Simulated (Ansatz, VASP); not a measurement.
**Cross-check of Ga13P13H30 (GaP wire along [111], 26 atoms a period, H-terminated) between VASP and Ansatz**

One calculation is typed for both programs; each brings its own data sets. How far apart do they land? The structure shown is the start of the Ansatz relaxation below; VASP solves that cell, so the two are compared at the walk's first step.

Program: Ansatz 0.2.0. Level of theory: plane waves, with VASP 6.6.1 beside it; single point at PBE. Results are calculated unless marked as measured.

## (1) The structure

The cell holds 56 atoms: 13 Ga, 13 P and 30 H. Cell: a = 17.172 Å, b = 16.386 Å, c = 9.544 Å, α = 90.0°, β = 90.0°, γ = 90.0°. Vacuum lies along a and b. The structure's axis is c.

## (2) Ansatz: relaxation, PBE

Ansatz runs on its PAW soft_1 files.

The two programs are compared at the cell with which this relaxation starts, whose forces are those of its first step.

Contents of input.yaml:

```yaml
crystal:
  lattice:
    - [17.172, 0.0, 0.0]
    - [0.0, 16.386, 0.0]
    - [0.0, 0.0, 9.5435999497]
  atoms:
    - { symbol: Ga, position: [0.273122793, 0.504321397, 0.0] }
    - { symbol: Ga, position: [0.386567888, 0.710239383, 0.0] }
    - { symbol: Ga, position: [0.500012984, 0.504321397, 0.0] }
    - { symbol: Ga, position: [0.61345808, 0.710239383, 0.0] }
    - { symbol: P, position: [0.273122793, 0.504321397, 0.25] }
    - { symbol: P, position: [0.386567888, 0.298403411, 0.25] }
    - { symbol: P, position: [0.386567888, 0.710239383, 0.25] }
    - { symbol: P, position: [0.500012984, 0.504321397, 0.25] }
    - { symbol: P, position: [0.61345808, 0.298403411, 0.25] }
    - { symbol: P, position: [0.61345808, 0.710239383, 0.25] }
    - { symbol: P, position: [0.726903175, 0.504321397, 0.25] }
    - { symbol: H, position: [0.205128959, 0.463182103, 0.299946212] }
    - { symbol: H, position: [0.273122793, 0.586599984, 0.299946212] }
    - { symbol: H, position: [0.318574055, 0.257264117, 0.299946212] }
    - { symbol: H, position: [0.318574055, 0.669100089, 0.299946212] }
    - { symbol: H, position: [0.386567888, 0.79251797, 0.299946212] }
    - { symbol: H, position: [0.454561722, 0.257264117, 0.299946212] }
    - { symbol: H, position: [0.545464246, 0.257264117, 0.299946212] }
    - { symbol: H, position: [0.61345808, 0.79251797, 0.299946212] }
    - { symbol: H, position: [0.681451913, 0.257264117, 0.299946212] }
    - { symbol: H, position: [0.681451913, 0.669100089, 0.299946212] }
    - { symbol: H, position: [0.726903175, 0.586599984, 0.299946212] }
    - { symbol: H, position: [0.794897009, 0.463182103, 0.299946212] }
    - { symbol: Ga, position: [0.386567888, 0.435682068, 0.333333333] }
    - { symbol: Ga, position: [0.500012984, 0.641600054, 0.333333333] }
    - { symbol: Ga, position: [0.61345808, 0.435682068, 0.333333333] }
    - { symbol: P, position: [0.386567888, 0.435682068, 0.583333333] }
    - { symbol: P, position: [0.500012984, 0.641600054, 0.583333333] }
    - { symbol: P, position: [0.61345808, 0.435682068, 0.583333333] }
    - { symbol: H, position: [0.311441835, 0.61841533, 0.611481341] }
    - { symbol: H, position: [0.500012984, 0.276133531, 0.611481341] }
    - { symbol: H, position: [0.688584134, 0.61841533, 0.611481341] }
    - { symbol: H, position: [0.318574055, 0.394542774, 0.633279545] }
    - { symbol: H, position: [0.500012984, 0.723878641, 0.633279545] }
    - { symbol: H, position: [0.681451913, 0.394542774, 0.633279545] }
    - { symbol: Ga, position: [0.386567888, 0.572960725, 0.666666667] }
    - { symbol: Ga, position: [0.500012984, 0.367042739, 0.666666667] }
    - { symbol: Ga, position: [0.61345808, 0.572960725, 0.666666667] }
    - { symbol: P, position: [0.386567888, 0.572960725, 0.916666667] }
    - { symbol: P, position: [0.500012984, 0.367042739, 0.916666667] }
    - { symbol: P, position: [0.61345808, 0.572960725, 0.916666667] }
    - { symbol: H, position: [0.197996739, 0.549776001, 0.944814675] }
    - { symbol: H, position: [0.273122793, 0.413412188, 0.944814675] }
    - { symbol: H, position: [0.311441835, 0.343858015, 0.944814675] }
    - { symbol: H, position: [0.311441835, 0.755693987, 0.944814675] }
    - { symbol: H, position: [0.386567888, 0.207494202, 0.944814675] }
    - { symbol: H, position: [0.461693942, 0.755693987, 0.944814675] }
    - { symbol: H, position: [0.538332026, 0.755693987, 0.944814675] }
    - { symbol: H, position: [0.61345808, 0.207494202, 0.944814675] }
    - { symbol: H, position: [0.688584134, 0.343858015, 0.944814675] }
    - { symbol: H, position: [0.688584134, 0.755693987, 0.944814675] }
    - { symbol: H, position: [0.726903175, 0.413412188, 0.944814675] }
    - { symbol: H, position: [0.802029229, 0.549776001, 0.944814675] }
    - { symbol: Ga, position: [0.386567888, 0.298403411, 0.0] }
    - { symbol: Ga, position: [0.61345808, 0.298403411, 0.0] }
    - { symbol: Ga, position: [0.726903175, 0.504321397, 0.0] }
kpoints:
  mp_grid: { grid: [1, 1, 9] }
scf:
  occupations: { method: fermi_dirac, width: 0.05 }
hamiltonian:
  xc: pbe
  pseudopotentials: { kind: paw, azcp: { folder: soft_1 } }
relax:
  cell: { fix: [a, b, alpha, beta, gamma] }
  max_steps: 45
  f_tol: 0.03
```

Started as:

```bash
ansatz run input.yaml --threads 4 --pin off --max-ram 16384MiB --backend cpu --events-out ev --progress --plain --runs-dir out
```

Numbers of over 12 decimals in the logs are rounded to 6 here.

The log of the run:

```text
Engine: ansatz 0.2.0, aarch64-unknown-linux-gnu
Pseudopotentials: kind: paw
Pseudopotential: Ga, paw, valence charge 13, recommended cutoff 420 eV (normal), soft_1/Ga.paw.azcp
Pseudopotential: P, paw, valence charge 5, recommended cutoff 420 eV (normal), soft_1/P.paw.azcp
Pseudopotential: H, paw, valence charge 1, recommended cutoff 420 eV (normal), soft_1/H.paw.azcp
Functional definition: PBE
  parameter kappa = 0.804
  parameter beta = 0.066725
  exchange = pbe_x(kappa = kappa, mu = beta*pi^2/3)
  correlation = pbe_c(beta = beta)
Crystal: 56 atoms, lattice volume = 2685.382 Å³
Basis set: ecut = 420 eV, 52413 PW (Γ), exchange–correlation on 240×240×128 points (8 copies of the dense FFT grid, shifted against one another)
Bands: 188, of which v1, the nominal top of the filled ones, is band 132 counted from 1 (131 counted from 0)
Symmetry: 2 space group operations
Space group: Pm (ITA 6), of the structure as read, at distance tolerance 1.4e-4 Å
k-points: 5 of 9 (time reversal used)
Non-local potential: Ga, projectors of the file, l = 0: 2, l = 1: 2, l = 2: 3, l = 3: 1
Non-local potential: P, projectors of the file, l = 0: 2, l = 1: 2, l = 2: 1
Non-local potential: H, projectors of the file, l = 0: 2, l = 1: 1
PAW form: soft (Blöchl's): semilocal exchange-correlation on the pseudo side does not see the compensation charge
PAW one-centre angular grid: Ga, 590 points (default); XC on 64 Gauss nodes
PAW one-centre angular grid: P, 110 points (default); XC on 64 Gauss nodes
PAW one-centre angular grid: H, 110 points (default); XC on 64 Gauss nodes
Initial density: superposition of atomic densities (neutral atoms: chi_scale 0, normalization atom)
Initial wavefunctions: pseudopotential atomic-orbital guess
Functional: x = pbe(κ = 0.804, μ = 0.219515), c = pbe(β = 0.066725)
SCF iter   1: F=—  HF=-59490.451015 eV  |F-HF|=—  |Δ(HF+E_count)|=         —  Δρ=3.63e-2  dr2=3.63e1  ethr=3.10e-3  ⟨swp⟩=8.8  Hψ=4969  notcnv=0  defer=113
preconditioner: auto → Resta (q_TF=auto, 1.853 Å⁻¹)  ε∞=1.7  [insulator: Δε(μ)=3.359 eV  Ē_g=13.968 eV  σ=0.050 eV  W_gap=1.00  n_scr=282 (ndim 8)  ℏωp=11.6 eV  f_vac=0.618  D(μ)=0.00/eV (n_scr^D=0)  ε∞_Penn≈1.7  vacuum switching on, ρ_ref=1.4e-2 e/Å³]
SCF iter   2: F=—  HF=-59480.248580 eV  |F-HF|=—  |Δ(HF+E_count)|=    1.02e1  Δρ=1.59e-2  dr2=5.97e0  ethr=3.10e-3  ⟨swp⟩=4.0  Hψ=2090  notcnv=0  defer=255
SCF iter   3: F=—  HF=-59478.992092 eV  |F-HF|=—  |Δ(HF+E_count)|=    1.26e0  Δρ=4.19e-3  dr2=1.01e0  ethr=2.26e-3  ⟨swp⟩=3.2  Hψ=1872  notcnv=0  defer=217
SCF iter   4: F=—  HF=-59478.697142 eV  |F-HF|=—  |Δ(HF+E_count)|=   2.95e-1  Δρ=1.51e-3  dr2=5.79e-2  ethr=3.81e-4  ⟨swp⟩=4.4  Hψ=1570  notcnv=0  defer=217
SCF iter   5: F=—  HF=-59478.699369 eV  |F-HF|=—  |Δ(HF+E_count)|=   2.23e-3  Δρ=4.55e-4  dr2=5.59e-3  ethr=2.19e-5  ⟨swp⟩=2.0  Hψ=1808  notcnv=0  defer=217
SCF iter   6: F=—  HF=-59478.700383 eV  |F-HF|=—  |Δ(HF+E_count)|=   1.01e-3  Δρ=1.65e-4  dr2=7.93e-4  ethr=2.12e-6  ⟨swp⟩=2.0  Hψ=1383  notcnv=0  defer=217
SCF iter   7: F=—  HF=-59478.700752 eV  |F-HF|=—  |Δ(HF+E_count)|=   3.69e-4  Δρ=5.70e-5  dr2=1.67e-4  ethr=3.00e-7  ⟨swp⟩=2.0  Hψ=1308  notcnv=0  defer=217
SCF iter   8: F=—  HF=-59478.700787 eV  |F-HF|=—  |Δ(HF+E_count)|=   3.52e-5  Δρ=1.76e-5  dr2=9.06e-6  ethr=6.34e-8  ⟨swp⟩=2.0  Hψ=1373  notcnv=0  defer=217
SCF iter   9: F=—  HF=-59478.700888 eV  |F-HF|=—  |Δ(HF+E_count)|=   1.02e-4  Δρ=8.83e-6  dr2=3.10e-6  ethr=3.43e-9  ⟨swp⟩=3.0  Hψ=1408  notcnv=0  defer=217
SCF iter  10: F=—  HF=-59478.700889 eV  |F-HF|=—  |Δ(HF+E_count)|=   9.11e-7  Δρ=2.63e-6  dr2=3.96e-7  ethr=1.17e-9  ⟨swp⟩=2.0  Hψ=1308  notcnv=0  defer=217
SCF iter  11: F=-59478.700889 eV  HF=-59478.700889 eV  |F-HF|=1.01e-8  |Δ(HF+E_count)|=   1.61e-7  Δρ=9.42e-7  dr2=3.01e-8  ethr=3.79e-11  ⟨swp⟩=5.0  Hψ=3170  notcnv=0
SCF 1 converged in 11 iterations: F = -59478.700889 eV  dr2 = 3.01e-8
  greatest PAW one-centre occupation: 0.994 electrons in one spin orbital (limit 2), on the Ga atom at site 23 (counted from 0), in its partial waves of l = 2
relax step   1: F+E_penalty+E_count = -59478.70088937 eV  Δ(F+E_penalty+E_count) = +0.000e0 eV  max|allowed force component| = 1.192e0 eV/Å  Δτ_max = 0.0000 Å  P = +0.221 GPa  Ω = 2685.382 Å³  fix = [a, b, alpha, beta, gamma]  reactions: a +0.303, b +0.306 GPa; alpha -0.001 GPa/rad  (11 SCF iters, dr2 threshold 1.00e-7 eV, accepted)
Crystal: 56 atoms, lattice volume = 2685.003 Å³
Initial density: handed on by an earlier stage of this run
Initial wavefunctions: those handed on with the density
iter 1 solved again at ethr=6.38e-4 eV; its pass at ethr=3.10e-3 eV (dr2=1.68e0 eV) is discarded
SCF iter   1: F=—  HF=-59482.010979 eV  |F-HF|=—  |Δ(HF+E_count)|=         —  Δρ=1.03e-2  dr2=1.69e0  ethr=6.38e-4  ⟨swp⟩=5.8  Hψ=5298  notcnv=0  defer=1
[...]
--- Per-component energies (eV) ---
  E_band       = -3132.859176
  E_kinetic    = 2729.668315
  E_local      = -94753.369611  (includes V_loc(G=0)·N_el)
  E_nonlocal   = -768.025718
  E_hartree    = 48461.688357
  E_xc         = -2025.409882
  E_vxc        = -1847.083048  (∫ρ·V_xc dr)
  E_paw        = -33164.916076  (= ΣΔE_a)
  E_vpaw       = -5417.392692  (= ΣTr[D̂ρ^β])
  E_aug_tail   = -0.031681  (compensation charges beyond the density's cutoff)
  E_ewald      = 20037.563734
  E_smearing   = -0.000000  (= −TS)
  E_closure    = 0.000000  (closes the sum)
  Σ components = -59482.832562   (vs F -59482.832562, Δ=0.00e0)
--- Forces (eV/Å), atoms counted from 1 ---
  atom   1  Ga    -0.00249258     0.00052582     0.00244870
  atom   2  Ga    -0.00248442     0.00063172     0.00212337
  atom   3  Ga    -0.00000000     0.00102809     0.01610165
  atom   4  Ga     0.00248442     0.00063172     0.00212337
  atom   5  P     -0.01199010     0.00813996     0.01622461
  atom   6  P     -0.00075404    -0.01362977     0.01741169
  atom   7  P     -0.01311362     0.00740297     0.01739641
  atom   8  P     -0.00000000     0.00043653     0.00583826
  atom   9  P      0.00075404    -0.01362977     0.01741169
  atom  10  P      0.01311362     0.00740297     0.01739641
  atom  11  P      0.01199010     0.00813996     0.01622461
  atom  12  H      0.00613591     0.00767900    -0.00846580
  atom  13  H      0.00246316    -0.01371841    -0.00597984
  atom  14  H      0.01011045     0.00218653    -0.00811023
  atom  15  H      0.01315771     0.00517304    -0.00723536
  atom  16  H     -0.00343136    -0.00996250    -0.00865923
  atom  17  H     -0.01081058     0.00757508    -0.00812160
  atom  18  H      0.01081058     0.00757508    -0.00812160
  atom  19  H      0.00343136    -0.00996250    -0.00865923
  atom  20  H     -0.01011045     0.00218653    -0.00811023
  atom  21  H     -0.01315771     0.00517304    -0.00723536
  atom  22  H     -0.00246316    -0.01371841    -0.00597984
  atom  23  H     -0.00613591     0.00767900    -0.00846580
  atom  24  Ga     0.02386721     0.01446436    -0.00950686
[...]
atom  49  H      0.00111743     0.00542384    -0.00142345
  atom  50  H      0.00190998     0.00006992    -0.00344896
  atom  51  H     -0.00508729    -0.00192056    -0.00153597
  atom  52  H      0.00069338    -0.00136267    -0.00479130
  atom  53  H     -0.00413122    -0.00314662    -0.00170063
  atom  54  Ga     0.00229603    -0.00272155     0.00179868
  atom  55  Ga    -0.00229603    -0.00272155     0.00179868
  atom  56  Ga     0.00249258     0.00052582     0.00244870
  max |Σ_I F_I| component: 3.15e-6 eV/Å
--- Stress (GPa, compression-positive) ---
       -0.005566      -0.000000       0.000000
       -0.000000      -0.007317       0.001082
        0.000000       0.001082       0.001016
  P = ⅓ Tr σ = -0.0040 GPa (-0.040 kbar)
--- Relaxed structure (8 steps of the walk, 8 accepted, 1 SCFs on fresh bases) ---
  F+E_penalty+E_count = -59482.83256179 eV   max|allowed force component| = 2.895e-2 eV/Å   (the final SCF, on the basis selected at the relaxed cell)
  cell:  # Å, volume = 2660.8426 Å³
    - [17.172, 0, 0]
    - [0, 16.386, 0]
    - [0, 0, 9.456390]
  atoms:
    - { symbol: Ga, position: [0.257911, 0.518985, -0.018609] }
    - { symbol: Ga, position: [0.366755, 0.716689, -0.018651] }
    - { symbol: Ga, position: [0.500013, 0.504289, -0.00845449] }
    - { symbol: Ga, position: [0.633271, 0.716689, -0.018651] }
    - { symbol: P, position: [0.273711, 0.496310, 0.238646] }
    - { symbol: P, position: [0.380093, 0.303128, 0.238556] }
    - { symbol: P, position: [0.393596, 0.713881, 0.238522] }
    - { symbol: P, position: [0.500013, 0.504400, 0.247948] }
    - { symbol: P, position: [0.619933, 0.303128, 0.238556] }
    - { symbol: P, position: [0.606430, 0.713881, 0.238522] }
    - { symbol: P, position: [0.726315, 0.496310, 0.238646] }
    - { symbol: H, position: [0.212364, 0.447850, 0.295098] }
    - { symbol: H, position: [0.259301, 0.567319, 0.320866] }
    - { symbol: H, position: [0.309356, 0.271639, 0.294881] }
    - { symbol: H, position: [0.327760, 0.691603, 0.321004] }
    - { symbol: H, position: [0.403077, 0.793857, 0.294608] }
    - { symbol: H, position: [0.431533, 0.254634, 0.321020] }
    - { symbol: H, position: [0.568492, 0.254634, 0.321020] }
    - { symbol: H, position: [0.596949, 0.793857, 0.294608] }
    - { symbol: H, position: [0.690670, 0.271639, 0.294881] }
    - { symbol: H, position: [0.672266, 0.691603, 0.321004] }
    - { symbol: H, position: [0.740725, 0.567319, 0.320866] }
    - { symbol: H, position: [0.787662, 0.447850, 0.295098] }
    - { symbol: Ga, position: [0.388050, 0.436709, 0.339048] }
    - { symbol: Ga, position: [0.500013, 0.639933, 0.338989] }
    - { symbol: Ga, position: [0.611976, 0.436709, 0.339048] }
    - { symbol: P, position: [0.392954, 0.439526, 0.588297] }
    - { symbol: P, position: [0.500013, 0.633904, 0.588269] }
    - { symbol: P, position: [0.607072, 0.439526, 0.588297] }
    - { symbol: H, position: [0.308219, 0.620288, 0.603367] }
    - { symbol: H, position: [0.500013, 0.272190, 0.603358] }
    - { symbol: H, position: [0.691807, 0.620288, 0.603367] }
    - { symbol: H, position: [0.324200, 0.397877, 0.631467] }
    - { symbol: H, position: [0.500013, 0.717108, 0.631545] }
    - { symbol: H, position: [0.675826, 0.397877, 0.631467] }
    - { symbol: Ga, position: [0.379823, 0.577060, 0.674530] }
    - { symbol: Ga, position: [0.500013, 0.358823, 0.674472] }
    - { symbol: Ga, position: [0.620202, 0.577060, 0.674530] }
    - { symbol: P, position: [0.383261, 0.574904, 0.923605] }
    - { symbol: P, position: [0.500013, 0.362965, 0.923580] }
    - { symbol: P, position: [0.616765, 0.574904, 0.923605] }
    - { symbol: H, position: [0.196346, 0.588971, 0.972511] }
    - { symbol: H, position: [0.244365, 0.430669, 0.925305] }
    - { symbol: H, position: [0.311470, 0.308607, 0.924649] }
    - { symbol: H, position: [0.278077, 0.737351, 0.972688] }
    - { symbol: H, position: [0.418400, 0.186219, 0.973219] }
    - { symbol: H, position: [0.432881, 0.773032, 0.924755] }
    - { symbol: H, position: [0.567145, 0.773032, 0.924755] }
    - { symbol: H, position: [0.581626, 0.186219, 0.973219] }
    - { symbol: H, position: [0.688556, 0.308607, 0.924649] }
    - { symbol: H, position: [0.721949, 0.737351, 0.972688] }
    - { symbol: H, position: [0.755661, 0.430669, 0.925305] }
    - { symbol: H, position: [0.803680, 0.588971, 0.972511] }
    - { symbol: Ga, position: [0.391182, 0.277085, -0.018528] }
    - { symbol: Ga, position: [0.608844, 0.277085, -0.018528] }
    - { symbol: Ga, position: [0.742115, 0.518985, -0.018609] }
```

In the SCF lines HF is the Harris–Foulkes energy and dr2 the Hartree energy of the density residual, in eV; the loop may stop once dr2 is under the threshold and the program's other checks hold. Hψ counts applications of the Hamiltonian.

(Part 1 of 2 ends here.)

[Lines on the potential files, build, host, timing and source positions are cut from VASP's logs without a mark.]

[Logs are printed without paths, hosts, clocks, repeated set-up lines and the standing remarks that a program may print on its own settings, such as how far it seeks lower states.]

[Hosts, paths, dates, database ids (printed as entryN), source tags and the programs' standing remarks are cut or masked in the printed files.]
